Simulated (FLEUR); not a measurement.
# Co2/Ru1/Co2 (0001) trilayer: which magnetic order is lowest, part 2 of 2

Does Co2/Ru1/Co2 (0001) trilayer prefer parallel or opposed moments?

FLEUR MaX-R8.1; PBE; all-electron FLAPW film, Dirac cores, scalar-relativistic bands.

So far. Step 2 (Start 1: ferro ++++): After 40 cycles the largest moment stands at 1.91 μB.

### Step 3. Order 2, typed as antiferro ++--

Another pattern of signs weighs the neighbour shells otherwise.

inp.xml reads:

```
<?xml version="1.0" encoding="UTF-8" standalone="no"?>
<fleurInput fleurInputVersion="0.39">
   <comment>
      Co4Ru
   </comment>
   <calculationSetup>
      <cutoffs Kmax="3.66" Gmax="11.0" GmaxXC="11.0" numbands="0"/>
      <scfLoop itmax="170" minDistance="0.00001" maxIterBroyd="15" imix="Anderson" alpha="0.03" precondParam="0.0" spinf="2.0" sdNocoIR="T"/>
      <coreElectrons ctail="T" frcor="F" kcrel="0" coretail_lmax="0"/>
      <xcFunctional name="pbe" relativisticCorrections="F"/>
      <magnetism jspins="2"/>
      <soc l_soc="F" theta="0.0" phi="0.0" spav="F"/>
      <expertModes spex="0" secvar="F"/>
      <geometryOptimization l_f="F" forcealpha="1.0" forcemix="BFGS" epsdisp="0.00001" epsforce="0.00001"/>
      <ldaU l_linMix="F" mixParam="0.05" spinf="1.0"/>
   </calculationSetup>
   <cell>
      <bzIntegration valenceElectrons="82.0" mode="hist" fermiSmearingEnergy="0.00183747">
         <kPointListSelection listName="default-1"/>
         <xi:include xmlns:xi="http://www.w3.org/2001/XInclude" href="kpts.xml"> </xi:include>
      </bzIntegration>
      <xi:include xmlns:xi="http://www.w3.org/2001/XInclude" href="sym.xml"> </xi:include>
      <filmLattice scale="1.0" dVac="20.38" dTilda="22.88">
         <bravaisMatrixFilm>
            <row-1>    5.1132214524806576    -0.0000001170874307</row-1>
            <row-2>   -2.5566106248470737     4.4281797315674236</row-2>
         </bravaisMatrixFilm>
         <vacuumEnergyParameters vacuum="1" spinUp="-.25" spinDown="-.25"/>
         <vacuumEnergyParameters vacuum="2" spinUp="-.25" spinDown="-.25"/>
      </filmLattice>
   </cell>
   <atomSpecies>
      <species name="Cobalt (Co2.000" element="Co" atomicNumber="27">
         <mtSphere radius="2.24" gridPoints="741" logIncrement="0.016"/>
         <atomicCutoffs lmax="8" lnonsphr="6"/>
         <electronConfig flipSpins="F">
            <coreConfig>(1s1/2) (2s1/2) (2p1/2) (2p3/2)</coreConfig>
            <valenceConfig>(3s1/2) (3p1/2) (3p3/2) (4s1/2) (3d3/2) (3d5/2)</valenceConfig>
            <stateOccupation state="(3d3/2)" spinUp="1.5" spinDown="1.3"/>
            <stateOccupation state="(3d5/2)" spinUp="3.0" spinDown="1.2"/>
         </electronConfig>
         <energyParameters s="4" p="4" d="3" f="4"/>
         <lo type="SCLO" l="0" n="3" eDeriv="0"/>
         <lo type="SCLO" l="1" n="3" eDeriv="0"/>
      </species>
      <species name="Ruthenium (Ru)" element="Ru" atomicNumber="44">
         <mtSphere radius="2.38" gridPoints="787" logIncrement="0.016"/>
         <atomicCutoffs lmax="8" lnonsphr="6"/>
         <electronConfig flipSpins="F">
            <coreConfig>(1s1/2) (2s1/2) (2p1/2) (2p3/2) (3s1/2) (3p1/2) (3p3/2) (4s1/2) (3d3/2) (3d5/2)</coreConfig>
            <valenceConfig>(4p1/2) (4p3/2) (5s1/2) (4d3/2) (4d5/2)</valenceConfig>
            <stateOccupation state="(5s1/2)" spinUp="0.500000" spinDown="0.500000"/>
            <stateOccupation state="(4d3/2)" spinUp="1.400000" spinDown="1.400000"/>
            <stateOccupation state="(4d5/2)" spinUp="2.100000" spinDown="2.100000"/>
         </electronConfig>
         <energyParameters s="5" p="5" d="4" f="4"/>
         <lo type="SCLO" l="1" n="4" eDeriv="0"/>
      </species>
      <species name="Cobalt (Co-2.000" element="Co" atomicNumber="27">
         <mtSphere radius="2.24" gridPoints="741" logIncrement="0.016"/>
         <atomicCutoffs lmax="8" lnonsphr="6"/>
         <electronConfig flipSpins="F">
            <coreConfig>(1s1/2) (2s1/2) (2p1/2) (2p3/2)</coreConfig>
            <valenceConfig>(3s1/2) (3p1/2) (3p3/2) (4s1/2) (3d3/2) (3d5/2)</valenceConfig>
            <stateOccupation state="(3d3/2)" spinUp="1.3" spinDown="1.5"/>
            <stateOccupation state="(3d5/2)" spinUp="1.2" spinDown="3.0"/>
         </electronConfig>
         <energyParameters s="4" p="4" d="3" f="4"/>
         <lo type="SCLO" l="0" n="3" eDeriv="0"/>
         <lo type="SCLO" l="1" n="3" eDeriv="0"/>
      </species>
   </atomSpecies>
   <atomGroups>
      <atomGroup species="Cobalt (Co2.000">
         <filmPos label="                   1">-1.000/3.000 1.000/3.000 -7.5502089200</filmPos>
         <force calculate="T" relaxXYZ="TTT"/>
      </atomGroup>
      <atomGroup species="Cobalt (Co2.000">
         <filmPos label="                   2">1.000/3.000 -1.000/3.000 -3.8652614804</filmPos>
         <force calculate="T" relaxXYZ="TTT"/>
      </atomGroup>
      <atomGroup species="Ruthenium (Ru)">
         <filmPos label="                   3">-1.000/3.000 1.000/3.000 .0000000000</filmPos>
         <force calculate="T" relaxXYZ="TTT"/>
      </atomGroup>
      <atomGroup species="Cobalt (Co-2.000">
         <filmPos label="                   4">1.000/3.000 -1.000/3.000 3.8652614804</filmPos>
         <force calculate="T" relaxXYZ="TTT"/>
      </atomGroup>
      <atomGroup species="Cobalt (Co-2.000">
         <filmPos label="                   5">-1.000/3.000 1.000/3.000 7.5502089200</filmPos>
         <force calculate="T" relaxXYZ="TTT"/>
      </atomGroup>
   </atomGroups>
   <output dos="F" band="F" slice="F">
      <bandDOS minEnergy="-.5*Htr" maxEnergy="0.5*Htr" sigma="0.015" storeEVData="T"/>
      <plotting iplot="0" polar="F">
         <plot TwoD="T" vec1="  1.0  0.0  0.0" vec2="  0.0  1.0  0.0" vec3="  0.0  0.0  1.0" zero="  0.0  0.0 -0.5" file="plot"/>
      </plotting>
      <moessbauerParams electricFieldGradient="F" isomerShift="F" coreHyperfine="F" valenceHyperfine="F"/>
   </output>
</fleurInput>
```

crystal.txt reads:

```
Co4Ru
&input film=T cartesian=F /
2.70580026699  -0.00000006196  0.00000000000
-1.35290007984  2.34329179976  0.00000000000
0.00000000000  0.00000000000  1.00000000000
1.8897261246
1.0 1.0 1.0

5
27 0.66666666667  0.33333333333  -7.55020891996 : 2.000
27 0.33333333333  0.66666666667  -3.86526148038 : 2.000
44 0.66666666667  0.33333333333  0.00000000000
27 0.33333333333  0.66666666667  3.86526148038 : -2.000
27 0.66666666667  0.33333333333  7.55020891996 : -2.000

&kpt div1=20 div2=20 div3=1 gamma=T /
```

The run is started by

```console
$ OMP_NUM_THREADS=1 inpgen -f crystal.txt > inpgen.log  # inp.xml is then edited as shown
$ OMP_NUM_THREADS=1 mpirun -n 4 fleur_MPI > fleur.log
```

What it wrote:

```text
[banner, memory and clock lines left out]
Welcome to FLEUR        (www.flapw.de)
      MaX-Release 8.1          (www.max-centre.eu)

 ========== k-point set info ==========
 Selected k-point list: default-1
 k-point list type: mesh
 20 x 20 x 1
 Number of k points: 44

 ------------Calculation Setup---------------------------
 Number of PE/node        :            4
 Number of OMP-threads    :            1
 k-points in parallel     :            4
 pe's per k-point         :            1
 No of k-point loops      :           11
 Eigenvalue solver        :       lapack
 Number of basis functions:          473
 Approximate size of matrices (H+S) per k-point:         0.007 GB
 Iteration:     1   Distance:      35.15162547 me/bohr^3
 Iteration:     2   Distance:      20.07890833 me/bohr^3
 Iteration:     3   Distance:      10.95817838 me/bohr^3
 Iteration:     4   Distance:      17.37293944 me/bohr^3
 Iteration:     5   Distance:       7.52758090 me/bohr^3
 Iteration:     6   Distance:       7.01703290 me/bohr^3
 Iteration:     7   Distance:       7.48520365 me/bohr^3
 Iteration:     8   Distance:       4.36815645 me/bohr^3
 Iteration:     9   Distance:       3.95621392 me/bohr^3
 Iteration:    10   Distance:       2.61788832 me/bohr^3
[... 30 iterations left out ...]
 Iteration:    41   Distance:       0.00012999 me/bohr^3
 Iteration:    42   Distance:       0.00007270 me/bohr^3
 Iteration:    43   Distance:       0.00002680 me/bohr^3
 Iteration:    44   Distance:       0.00001721 me/bohr^3
 Iteration:    45   Distance:       0.00003748 me/bohr^3
 Iteration:    46   Distance:       0.00002099 me/bohr^3
 Iteration:    47   Distance:       0.00001368 me/bohr^3
 Iteration:    48   Distance:       0.00001496 me/bohr^3
 Iteration:    49   Distance:       0.00001344 me/bohr^3
 Iteration:    50   Distance:       0.00000882 me/bohr^3

 ********************************************************************
 Run finished successfully
 Stop message:
   all done
 ********************************************************************

--- out.xml (last complete iteration) ---
<iteration numberForCurrentRun="   50" overallNumber="   50">
         [... left out ...]
         <bandgap value="0.0000364994" units="eV"/>
         <sumValenceSingleParticleEnergies value="-105.8867920460" units="Htr"/>
         <FermiEnergy value="-0.1648521017" units="Htr"/>
         <valenceDensity>
            <mtCharges spin="1">
               <mtCharge atomType="1" total="8.7664756" s="1.1754290" p="3.0951810" d="4.4889065" f="0.0053481"/>
               <mtCharge atomType="2" total="8.7147743" s="1.1834395" p="3.1484892" d="4.3699764" f="0.0099512"/>
               <mtCharge atomType="3" total="6.1617431" s="0.1678960" p="3.1245567" d="2.8409836" f="0.0223598"/>
               <mtCharge atomType="4" total="7.0723045" s="1.1832258" p="3.1723839" d="2.7029922" f="0.0108231"/>
               <mtCharge atomType="5" total="6.8760038" s="1.1780279" p="3.1212148" d="2.5700066" f="0.0053264"/>
            </mtCharges>
            <mtCharges spin="2">
               <mtCharge atomType="1" total="6.8760041" s="1.1780279" p="3.1212148" d="2.5700069" f="0.0053264"/>
               <mtCharge atomType="2" total="7.0723046" s="1.1832258" p="3.1723839" d="2.7029923" f="0.0108231"/>
               <mtCharge atomType="3" total="6.1617431" s="0.1678960" p="3.1245567" d="2.8409836" f="0.0223598"/>
               <mtCharge atomType="4" total="8.7147743" s="1.1834395" p="3.1484892" d="4.3699764" f="0.0099512"/>
               <mtCharge atomType="5" total="8.7664756" s="1.1754290" p="3.0951810" d="4.4889064" f="0.0053481"/>
            </mtCharges>
            <spinDependentCharge spin="1" total="41.0000000" interstitial="3.3064390" mtSpheres="37.5913014" vacuum1="0.0489200" vacuum2="0.0533397"/>
            <spinDependentCharge spin="2" total="41.0000002" interstitial="3.3064390" mtSpheres="37.5913016" vacuum1="0.0533397" vacuum2="0.0489200"/>
            <totalCharge value="82.0000002375"/>
         </valenceDensity>
         [... left out ...]
         <magneticMomentsInMTSpheres units="muBohr">
            <globalMagMoment atomType="1" vec="0.00000   0.00000   1.89047"/>
            <localMagMoment atomType="1" vec="0.00000   0.00000   1.89047"/>
            <globalMagMoment atomType="2" vec="0.00000   0.00000   1.64247"/>
            <localMagMoment atomType="2" vec="0.00000   0.00000   1.64247"/>
            <globalMagMoment atomType="3" vec="0.00000   0.00000   0.00000"/>
            <localMagMoment atomType="3" vec="0.00000   0.00000   0.00000"/>
            <globalMagMoment atomType="4" vec="0.00000   0.00000  -1.64247"/>
            <localMagMoment atomType="4" vec="0.00000   0.00000  -1.64247"/>
            <globalMagMoment atomType="5" vec="0.00000   0.00000  -1.89047"/>
            <localMagMoment atomType="5" vec="0.00000   0.00000  -1.89047"/>
         </magneticMomentsInMTSpheres>
         [... left out ...]
         <totalEnergy value="   -10105.6681049845" units="Htr">
            <sumOfEigenvalues value="    -5989.4576445692">
               <coreElectrons value="-5883.5708525232"/>
               <valenceElectrons value="-105.8867920460"/>
            </sumOfEigenvalues>
            <densityCoulombPotentialIntegral value="-15876.2971359247"/>
            <densityEffectivePotentialIntegral value="-16360.6344031239"/>
            <chargeDenXCDenIntegral value="-372.4337163511"/>
            <FockExchangeEnergyValence value="0.0000000000"/>
            <FockExchangeEnergyCore value="0.0000000000"/>
         [... left out ...]
            <tkbTimesEntropy value="0.0015715625"/>
            <freeEnergy value="-10105.6696765470"/>
            <extrapolationTo0K value="-10105.6688907658"/>
         </totalEnergy>
         <densityConvergence units="me/bohr^3">
            <chargeDensity spin="1" distance="0.0000070871"/>
            <chargeDensity spin="2" distance="0.0000043402"/>
            <overallChargeDensity distance="0.0000077728"/>
            <spinDensity distance="0.0000088154"/>
         </densityConvergence>
      </iteration>
```

Run time: 6.8 min. Hardware: 4 MPI ranks of Arm Neoverse N1, shared host; peak memory 0.42 GiB.

Spin moment in the muffin-tin sphere by atom:

```
atom  spin moment in the muffin-tin sphere (μB)
 Co1                                       1.89
 Co2                                       1.64
 Ru3                                       0.00
 Co4                                      -1.64
 Co5                                      -1.89
```

Numbers from this step:

| Property | Result |
| --- | --- |
| free energy | -274989.2808 eV |
| program's band gap on this mesh (in a metal only a level spacing) | 3.65e-5 eV |
| magnetization | 0 μB |
| final state | antiferromagnetic |

It lies 10.8 meV a seeded atom under the first start, and its largest moment is 1.89 μB against 1.91 μB.

### Step 4. The states side by side

Free energies are divided by the number of seeded atoms.

Orders:

```
         start                                  final state  typed order kept  energy over the lowest (meV a seeded atom)  largest sphere moment (μB)  net moment (μB a primitive cell)  mesh matched  CPU time (s)
    ferro ++++  ferromagnetic, with opposed induced moments               yes                                       10.75                       1.914                             6.615           yes          1148
antiferro ++--                            antiferromagnetic               yes                                           0                        1.89                                 0           yes          1639
```

### Step 5. Results

| Property | Result |
| --- | --- |
| lowest state found | antiferromagnetic (typed antiferro ++--) |
| largest site spin moment | 1.89 μB |
| next finished state | ferromagnetic, with opposed induced moments, 10.8 meV a seeded atom higher |

**Reading.** The lowest state found is antiferromagnetic, reached from the start antiferro ++--, with moments up to 1.89 μB. The next finished state costs 11 meV a seeded atom. Only 2 starts were tried; other patterns of signs, canted and longer-period orders were not. With 4 seeded atoms in the first cell, sign patterns within that cell may remain untried.

[Logs and program files are shortened in this print: banners, set-up blocks, solver, clock and traceback lines can be left out without a mark of their own.]

[Logs are printed without paths, hosts, clocks, repeated set-up lines and the standing remarks that a program may print on its own settings, such as how far it seeks lower states.]

[Hosts, paths, dates, database ids (printed as entryN), source tags and the programs' standing remarks are cut or masked in the printed files.]

[Where a cell is said to come from a database of computed structures, the database is the Materials Project.]
